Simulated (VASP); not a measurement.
## PbO2 under changes of volume

One of the cells (13.414 Å³/atom); the others are scaled copies at fixed shape and fractional positions:

```xyz
3
Lattice="0.0000 2.7199 2.7199 2.7199 0.0000 2.7199 2.7199 2.7199 0.0000" Properties=species:S:1:pos:R:3 pbc="T T T"
Pb    0.0000    0.0000    0.0000
O     4.0798    4.0798    4.0798
O     1.3599    1.3599    1.3599
```

The cell comes from a database or a generator and needn't be the stable form of this composition.

| Property | Result |
| --- | --- |
| Program | VASP 6.6.1 |
| Functional | PBEsol |
| Potentials or basis | VASP PAW PBE potentials, release 64 (Pb_d, O) |
| Cutoff | 520 eV |
| k mesh | 9 × 9 × 9 |
| Occupations | fermi-dirac, width 0.05 eV |
| Spin | no spin polarisation |

```tsv
volume (Å³/atom)	energy over the lowest point (meV/atom)	pressure (GPa)
12.362	3.67	3.7
12.625	0.00	0.3
12.888	1.71	-2.8
13.414	18.78	-7.9
13.677	33.10	-10.0
13.940	?	?
```

Problem. What does the run at 13.940 Å³/atom give?

Solution. Energy over the lowest point 50.64 meV/atom; pressure -11.8 GPa.

Worked out: A Birch-Murnaghan fit of order 3 (a polynomial in V^(-2/3)) to the other rows has its minimum at 12.67 Å³/atom with B0 = V·E''(V) = 154 GPa and B' = 5.0. It gives 50.67 meV/atom at 13.940 Å³/atom, against the run's 50.64, and -dE/dV = -11.6 GPa, against -11.8.

Energies are extrapolated to zero smearing.

Caveats: the PAW data sets were made with another functional, which shifts forces and pressure a little.
